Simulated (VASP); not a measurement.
# NbC (Fm-3m) in VASP: a series of runs

Runs on NbC. Level: PBE. Tasks: relaxation of cell and atoms.

Program: VASP 6.6.1. These are calculated values, not measurements. Logs are shortened: lines on timing, memory, paths and dates and some standing lists are left out, and cuts for length are marked.

## (1) The crystal as given

The structure is cubic, space group Fm-3m (No. 225). Conventional cell: a = 4.469 Å, b = 4.469 Å, c = 4.469 Å, α = 90.00°, β = 90.00°, γ = 90.00°. Nb (site symmetry m-3m) has 6 C at 2.23 Å as nearest neighbours. C (site symmetry m-3m) is surrounded by 6 Nb at 2.23 Å.

## (2) Relaxation of cell and atoms, PBE

File INCAR:

```
PREC = Accurate
ENCUT = 520
EDIFF = 1E-7
ISMEAR = 0
SIGMA = 0.1
LREAL = False
LASPH = True
NELM = 60
ALGO = Normal
ISIF = 3
LWAVE = False
LCHARG = False
GGA = PE
IBRION = 2
NSW = 80
EDIFFG = -0.002
```

File KPOINTS:

```
regular mesh
0
Gamma
  4 4 4
```

File POSCAR:

```
NbC
1.0
    0.0000000000      2.2345500000      2.2345500000
    2.2345500000      0.0000000000      2.2345500000
    2.2345500000      2.2345500000      0.0000000000
Nb C
1 1
Direct
    0.0000000000      0.0000000000      0.0000000000
    0.5000000000      0.5000000000      0.5000000000
```

Potentials or basis: VASP PAW PBE potentials, release 64 (Nb_sv, C).

Started as:

```sh
$ cat potpaw_PBE.64/Nb_sv/POTCAR potpaw_PBE.64/C/POTCAR > POTCAR
$ mpirun -np 1 vasp_std > vasp.out
```

OUTCAR:

```text
PREC = Accurate
   ENCUT = 520
   EDIFF = 1E-7
   ISMEAR = 0
   LREAL = False
   LASPH = True
   NELM = 60
   ISIF = 3
   GGA = PE
   IBRION = 2
   NSW = 80
   EDIFFG = -0.002

 ion  position               nearest neighbor table
   1  0.000  0.000  0.000-   2 2.23   2 2.23   2 2.23   2 2.23   2 2.23   2 2.23
   2  0.500  0.500  0.500-   1 2.23   1 2.23   1 2.23   1 2.23   1 2.23   1 2.23

  LATTYP: Found a face centered cubic cell.
 ALAT       =     4.4691000000

  Lattice vectors:

 A1 = (   0.0000000000,   2.2345500000,   2.2345500000)
 A2 = (   2.2345500000,   0.0000000000,   2.2345500000)
 A3 = (   2.2345500000,   2.2345500000,   0.0000000000)

Analysis of symmetry for initial positions (statically):
=====================================================================
 Subroutine PRICEL returns:
 Original cell was already a primitive cell.

 Routine SETGRP: Setting up the symmetry group for a
 face centered cubic supercell.

 Subroutine GETGRP returns: Found 48 space group operations
 (whereof 48 operations were pure point group operations)
 out of a pool of 48 trial point group operations.

The static configuration has the point symmetry O_h .

Analysis of symmetry for dynamics (positions and initial velocities):
=====================================================================
 Subroutine PRICEL returns:
 Original cell was already a primitive cell.

 Routine SETGRP: Setting up the symmetry group for a
 face centered cubic supercell.

 Subroutine GETGRP returns: Found 48 space group operations
 (whereof 48 operations were pure point group operations)
 out of a pool of 48 trial point group operations.

The dynamic configuration has the point symmetry O_h .

 Subroutine INISYM returns: Found 48 space group operations
 (whereof 48 operations are pure point group operations),
 and found     1 'primitive' translations

----------------------------------------------------------------------------------------

                                     Primitive cell

  volume of cell :      22.3152

  direct lattice vectors                    reciprocal lattice vectors
     0.000000000  2.234550000  2.234550000    -0.223758699  0.223758699  0.223758699
     2.234550000  0.000000000  2.234550000     0.223758699 -0.223758699  0.223758699
     2.234550000  2.234550000  0.000000000     0.223758699  0.223758699 -0.223758699

  length of vectors
     3.160130916  3.160130916  3.160130916     0.387561435  0.387561435  0.387561435

  position of ions in fractional coordinates (direct lattice)
     0.000000000  0.000000000  0.000000000
     0.500000000  0.500000000  0.500000000

  ion indices of the primitive-cell ions
   primitive index   ion index
                 1           1
                 2           2

----------------------------------------------------------------------------------------

 KPOINTS: regular mesh

Automatic generation of k-mesh.
 Grid dimensions read from file:
 generate k-points for:    4    4    4

 Generating k-lattice:

  Cartesian coordinates                     Fractional coordinates (reciprocal lattice)
    -0.055939675  0.055939675  0.055939675     0.250000000  0.000000000  0.000000000
     0.055939675 -0.055939675  0.055939675     0.000000000  0.250000000  0.000000000
     0.055939675  0.055939675 -0.055939675     0.000000000  0.000000000  0.250000000

  Length of vectors
     0.096890359  0.096890359  0.096890359

  Shift w.r.t. Gamma in fractional coordinates (k-lattice)
     0.000000000  0.000000000  0.000000000

 Subroutine IBZKPT returns following result:
 ===========================================

 Found      8 irreducible k-points:

 Following reciprocal coordinates:
            Coordinates               Weight
  0.000000  0.000000  0.000000      1.000000
  0.250000  0.000000  0.000000      8.000000
  0.500000  0.000000  0.000000      4.000000
  0.250000  0.250000  0.000000      6.000000
  0.500000  0.250000  0.000000     24.000000
 -0.250000  0.250000  0.000000     12.000000
  0.500000  0.500000  0.000000      3.000000
 -0.250000  0.500000  0.250000      6.000000
   k-points           NKPTS =      8   k-points in BZ     NKDIM =      8   number of bands    NBANDS=     12
   number of dos      NEDOS =    301   number of ions     NIONS =      2
   total plane-waves  NPLWV =  13824
   dimension x,y,z NGX =    24 NGY =   24 NGZ =   24
   dimension x,y,z NGXF=    48 NGYF=   48 NGZF=   48
   ions per type =               1   1
   NGX,Y,Z   is equivalent  to a cutoff of  12.63, 12.63, 12.63 a.u.
   NGXF,Y,Z  is equivalent  to a cutoff of  25.25, 25.25, 25.25 a.u.
 SYSTEM =  unknown system
   PREC   = accura    normal or accurate (medium, high low for compatibility)
   ISTART =      0    job   : 0-new  1-cont  2-samecut
   ICHARG =      2    charge: 1-file 2-atom 10-const
   ISPIN  =      1    spin polarized calculation?
   LNONCOLLINEAR =      F non collinear calculations
   LSORBIT =      F    spin-orbit coupling
   LASPH  =      T    aspherical Exc in radial PAW
   ENCUT  =  520.0 eV  38.22 Ry    6.18 a.u.   5.88  5.88  5.88*2*pi/ulx,y,z
   NELM   =     60;   NELMIN=  2; NELMDL= -5     # of ELM steps
   EDIFF  = 0.1E-06   stopping-criterion for ELM
   LREAL  =      F    real-space projection
   EDIFFG = -.2E-02   stopping-criterion for IOM
   NSW    =     80    number of steps for IOM
   IBRION =      2    ionic relax: 0-MD 1-quasi-New 2-CG
   NFREE  =      1    steps in history (QN), initial steepest desc. (CG)
   ISIF   =      3    stress and relaxation
   ISYM   =      2    0-nonsym 1-usesym 2-fastsym
   POTIM  = 0.5000    time-step for ionic-motion
   TEBEG  =    0.0;   TEEND  =   0.0 temperature during run
   PSTRESS=    0.0 pullay stress
   NELECT =      17.0000    total number of electrons
   NUPDOWN=      -1.0000    fix difference up-down
   EMIN   =  10.00;   EMAX   =-10.00  energy-range for DOS
   EFERMI =   0.00;   METHOD = LEGACY
   ISMEAR =     0;   SIGMA  =   0.10  broadening in eV -4-tet -1-fermi 0-gaus
   EFERMI_NEDOS =   21; number of points for ismear=-14 and -15
   IALGO  =     38    algorithm
   IMIX   =      4    mixing-type and parameters
     AMIX     =   0.40;   BMIX     =  1.00
     AMIX_MAG =   1.60;   BMIX_MAG =  1.00
  volume/ion in A,a.u.               =      11.16        75.30
  Fermi-wavevector in a.u.,A,eV,Ry     =   1.495172  2.825465 30.416346  2.235538
  Thomas-Fermi vector in A             =   2.607351
   LORBIT       =      0    0 simple, 1 ext, 2 COOP (PROOUT), +10 PAW based schemes
   GGA     = PE    functional components
   LHFCALC =     F    Hartree Fock is set to
   AEXX    =    0.0000 exact exchange contribution
   IVDW    =     0    specifies the selected vdW correction
   LEPSILON=     F    determine dielectric tensor
   LRPA    =     F    only Hartree local field effects (RPA)
 conjugate gradient relaxation of ions
 non-spin polarized calculation
 Gauss-broadening in eV      SIGMA  =   0.10
  energy-cutoff  :      520.00
  volume of cell :       22.32
 maximum number of plane-waves:       620
   NGX = 11   NGY = 11   NGZ = 11

--------------------------------------- Ionic step        1  -------------------------------------------

 number of electron      16.9999999 magnetization

 Free energy of the ion-electron system (eV)
  ---------------------------------------------------
  ext. energy  EPLUGINS =         0.00000000
  ---------------------------------------------------
  free energy    TOTEN  =       -20.37691018 eV

  energy without entropy =      -20.36718678  energy(sigma->0) =      -20.37204848

------------------------ aborting loop because EDIFF is reached ----------------------------------------

  FORCE on cell =-STRESS in cart. coord.  units (eV):
  Direction    XX          YY          ZZ          XY          YZ          ZX
  --------------------------------------------------------------------------------------
  -------------------------------------------------------------------------------------
  Total        0.6105615      0.6105615      0.6105615      0.0000000      0.0000000      0.0000000
  in kB       43.8368968     43.8368968     43.8368968      0.0000000      0.0000000      0.0000000
  external PRESSURE =      43.8368968 kB  Pullay stress =       0.0000000 kB
[... 89 lines left out ...]
  FREE ENERGIE OF THE ION-ELECTRON SYSTEM (eV)
  ---------------------------------------------------
  free  energy   TOTEN  =       -20.3812337824 eV

  energy  without entropy=      -20.3717759151  energy(sigma->0) =      -20.37650485

[... ionic steps 4 to 13 ...]

--------------------------------------- Ionic step       14  -------------------------------------------

 number of electron      16.9999998 magnetization

------------------------ aborting loop because EDIFF is reached ----------------------------------------

  FORCE on cell =-STRESS in cart. coord.  units (eV):
  Direction    XX          YY          ZZ          XY          YZ          ZX
  --------------------------------------------------------------------------------------
  -------------------------------------------------------------------------------------
  Total        0.0074083      0.0074083      0.0074083     -0.0000000     -0.0000000      0.0000000
  in kB        0.5244105      0.5244105      0.5244105     -0.0000000     -0.0000000      0.0000000
  external PRESSURE =       0.5244105 kB  Pullay stress =       0.0000000 kB
[... 57 lines left out ...]
  energy  without entropy=      -20.3717750191  energy(sigma->0) =      -20.37650459

--------------------------------------- Ionic step       16  -------------------------------------------

 number of electron      16.9999998 magnetization

 Free energy of the ion-electron system (eV)
  ---------------------------------------------------
  ext. energy  EPLUGINS =         0.00000000
  ---------------------------------------------------
  free energy    TOTEN  =       -20.38123422 eV

  energy without entropy =      -20.37177484  energy(sigma->0) =      -20.37650453

 E-fermi :  12.1635     XC(G=0): -13.0159

 val. band max:       12.0607265229   @ k =   0.5000   0.2500   0.0000
 cond. band min:      12.2111494982   @ k =   0.0000   0.0000   0.0000
 fundamental gap:      0.1504229753
 Fermi energy:        12.1635435791

 k-point     1 :       0.0000    0.0000    0.0000
  band No.  band energies     occupation
      1     -43.4950      2.00000
      2     -19.2041      2.00000
      3     -19.2041      2.00000
      4     -19.2041      2.00000
      5      -0.9768      2.00000
      6      11.0519      2.00000
      7      11.0519      2.00000
      8      11.0519      2.00000
      9      12.2111      0.50079
     10      12.2111      0.50079
     11      12.2112      0.50078
     12      12.6716      0.00000
[... 132 lines left out ...]
  FREE ENERGIE OF THE ION-ELECTRON SYSTEM (eV)
  ---------------------------------------------------
  free  energy   TOTEN  =       -20.3812342169 eV

  energy  without entropy=      -20.3717748402  energy(sigma->0) =      -20.37650453

 reached required accuracy - stopping structural energy minimisation
```

It took 27 s on 1 thread of Intel Xeon Platinum 8259CL at 2.50GHz (Skylake/Cascade Lake), shared host; peak memory 0.14 GiB.

What came out:

```yaml
Free_energy: -20.3812 eV
Relaxed_volume: 11.32 Å³/atom
Relaxed_cell: a = 3.175 Å, b = 3.175 Å, c = 3.175 Å, α = 60.00°, β = 60.00°, γ = 60.00°
Space_group_after_relaxing_to_0.05_Å: Fm-3m (No. 225)
Energy_gained_by_relaxing: 2.2 meV/atom
Ionic_steps: 16
Pressure_after_relaxing: 0.0 GPa
Band_gap_on_the_k_mesh: none (metal or under the smearing width)
```

Step by step:
```
step  energy change (eV)  largest force (eV/Å)  pressure (GPa)  volume (Å³)
   1              0.0000                0.0000            4.38        22.32
   2              0.0137                0.0000           -8.24        23.32
   3             -0.0043                0.0000           -0.03        22.64
   4             -0.0043                0.0000            0.06        22.63
   5             -0.0043                0.0000            0.06        22.63
   6             -0.0043                0.0000            0.06        22.63
   7             -0.0043                0.0000            0.05        22.63
   8             -0.0043                0.0000            0.05        22.63
   9             -0.0043                0.0000            0.05        22.63
  10             -0.0043                0.0000            0.05        22.63
  11             -0.0043                0.0000            0.05        22.63
  12             -0.0043                0.0000            0.05        22.63
  13             -0.0043                0.0000            0.05        22.63
  14             -0.0043                0.0000            0.05        22.63
  15             -0.0043                0.0000            0.04        22.63
  16             -0.0043                0.0000            0.00        22.64
```

Final structure:
```yaml
crystal:
  lattice:
    - [0.00000, 2.24525, 2.24525]
    - [2.24525, 0.00000, 2.24525]
    - [2.24525, 2.24525, 0.00000]
  atoms:
    - { symbol: Nb, position: [0.00000, 0.00000, 0.00000] }
    - { symbol: C, position: [0.50000, 0.50000, 0.50000] }
```

Caveat: the k mesh is coarse (spacing up to 0.61 Å⁻¹), so the values aren't converged.

## (3) Relaxation of cell and atoms, PBE

This run uses another cell than the first one, of 11.32 Å³/atom, 1.014 times its volume.

INCAR is that of step 2.

KPOINTS is that of step 2.

File POSCAR:

```
NbC                                     
1.0
   -0.0000000000      2.2452456550      2.2452456550
    2.2452456550      0.0000000000      2.2452456550
    2.2452456550      2.2452456550     -0.0000000000
  Nb              C             
     1     1
Direct
     0.0000000000000000    0.0000000000000000    1.0000000000000000
     0.5000000000000000    0.5000000000000000    0.5000000000000000
```

Potentials or basis: VASP PAW PBE potentials, release 64 (Nb_sv, C).

Started as:

```sh
$ cat potpaw_PBE.64/Nb_sv/POTCAR potpaw_PBE.64/C/POTCAR > POTCAR
$ mpirun -np 1 vasp_std > vasp.out
```

OUTCAR:

```text
PREC = Accurate
   ENCUT = 520
   EDIFF = 1E-7
   ISMEAR = 0
   LREAL = False
   LASPH = True
   NELM = 60
   ISIF = 3
   GGA = PE
   IBRION = 2
   NSW = 80
   EDIFFG = -0.002

 ion  position               nearest neighbor table
   1  0.000  0.000  0.000-   2 2.25   2 2.25   2 2.25   2 2.25   2 2.25   2 2.25
   2  0.500  0.500  0.500-   1 2.25   1 2.25   1 2.25   1 2.25   1 2.25   1 2.25

  LATTYP: Found a face centered cubic cell.
 ALAT       =     4.4904913100

[... 293 lines left out ...]

  FORCE on cell =-STRESS in cart. coord.  units (eV):
  Direction    XX          YY          ZZ          XY          YZ          ZX
  --------------------------------------------------------------------------------------
  -------------------------------------------------------------------------------------
  Total       -0.0006899     -0.0006899     -0.0006899      0.0000000     -0.0000000      0.0000000
  in kB       -0.0488283     -0.0488283     -0.0488283      0.0000000     -0.0000000      0.0000000
  external PRESSURE =      -0.0488283 kB  Pullay stress =       0.0000000 kB

 VOLUME and BASIS-vectors are now :
 -----------------------------------------------------------------------------
  energy-cutoff  :      520.00
  volume of cell :       22.64
      direct lattice vectors                 reciprocal lattice vectors
     0.000000000  2.245245655  2.245245655    -0.222692781  0.222692781  0.222692781
     2.245245655  0.000000000  2.245245655     0.222692781 -0.222692781  0.222692781
     2.245245655  2.245245655  0.000000000     0.222692781  0.222692781 -0.222692781

 POSITION                                       TOTAL-FORCE (eV/Angst)
 -----------------------------------------------------------------------------------
      0.00000      0.00000      0.00000         0.000000      0.000000      0.000000
      2.24525      2.24525      2.24525        -0.000000      0.000000     -0.000000
 -----------------------------------------------------------------------------------
    total drift:                                0.000000     -0.000000     -0.000000

  FREE ENERGIE OF THE ION-ELECTRON SYSTEM (eV)
  ---------------------------------------------------
  free  energy   TOTEN  =       -20.3815152258 eV

  energy  without entropy=      -20.3720611000  energy(sigma->0) =      -20.37678816

 reached required accuracy - stopping structural energy minimisation
```

OSZICAR:

```text
N       E                     dE             d eps       ncg     rms          rms(c)
DAV:   1     0.149179797880E+03    0.14918E+03   -0.94563E+03   192   0.143E+03
DAV:   2    -0.153242540692E+02   -0.16450E+03   -0.15761E+03   216   0.492E+02
DAV:   3    -0.238651963788E+02   -0.85409E+01   -0.84017E+01   288   0.952E+01
DAV:   4    -0.242702374175E+02   -0.40504E+00   -0.40313E+00   268   0.226E+01
DAV:   5    -0.242951100834E+02   -0.24873E-01   -0.24287E-01   316   0.441E+00    0.128E+01
DAV:   6    -0.204861498065E+02    0.38090E+01   -0.18807E+01   280   0.382E+01    0.370E+00
DAV:   7    -0.203852899270E+02    0.10086E+00   -0.64142E-01   248   0.857E+00    0.215E+00
DAV:   8    -0.203854551701E+02   -0.16524E-03   -0.14005E-01   240   0.368E+00    0.626E-01
DAV:   9    -0.203835808989E+02    0.18743E-02   -0.54186E-02   284   0.152E+00    0.455E-01
DAV:  10    -0.203816063567E+02    0.19745E-02   -0.55582E-03   288   0.759E-01    0.179E-01
DAV:  11    -0.203815546343E+02    0.51722E-04   -0.50560E-04   248   0.276E-01    0.481E-02
DAV:  12    -0.203815168201E+02    0.37814E-04   -0.25520E-04   224   0.111E-01    0.127E-02
DAV:  13    -0.203815159890E+02    0.83108E-06   -0.13745E-05   300   0.427E-02    0.800E-03
DAV:  14    -0.203815158386E+02    0.15043E-06   -0.71360E-07   224   0.797E-03    0.657E-03
DAV:  15    -0.203815152957E+02    0.54291E-06   -0.78565E-06   304   0.367E-02    0.664E-03
DAV:  16    -0.203815151667E+02    0.12898E-06   -0.51483E-07   268   0.772E-03    0.474E-03
DAV:  17    -0.203815152258E+02   -0.59118E-07   -0.46761E-08   112   0.289E-03
   1 F= -.20381515E+02 E0= -.20376788E+02  d E =-.203815E+02
```

It took 4.7 s on 1 thread of Intel Xeon Platinum 8259CL at 2.50GHz (Skylake/Cascade Lake), shared host; peak memory 0.13 GiB.

Results:

| Item | Value |
| --- | --- |
| Free energy | -20.3815 eV |
| Pressure after relaxing | 0.0 GPa |
| Band gap on the k mesh | none (metal or under the smearing width) |

Final structure:
```cif
data_structure
_symmetry_space_group_name_H-M 'P 1'
_symmetry_Int_Tables_number 1
_cell_length_a 3.1753
_cell_length_b 3.1753
_cell_length_c 3.1753
_cell_angle_alpha 60.000
_cell_angle_beta 60.000
_cell_angle_gamma 60.000
_cell_volume 22.64
loop_
_atom_site_label
_atom_site_type_symbol
_atom_site_fract_x
_atom_site_fract_y
_atom_site_fract_z
_atom_site_occupancy
Nb1 Nb 0.00000 0.00000 0.00000 1
C1 C 0.50000 0.50000 0.50000 1
```

Levels at points of the mesh, in eV from the Fermi level:
```
           k point  band 5  band 6  band 7  band 8  band 9  band 10  band 11  band 12
(0.00, 0.00, 0.00)  -13.14   -1.11   -1.11   -1.11    0.05     0.05     0.05     0.51
(0.50, 0.00, 0.00)   -9.54   -7.26   -4.83   -4.83    2.25     2.25     3.68     5.95
(0.50, 0.50, 0.00)  -11.78   -3.92   -3.62   -1.06   -1.06     2.10     3.31     3.31
```

Caveat: the k mesh is coarse (spacing up to 0.61 Å⁻¹), so the values aren't converged; the relaxation stopped at its first step, so nothing moved.
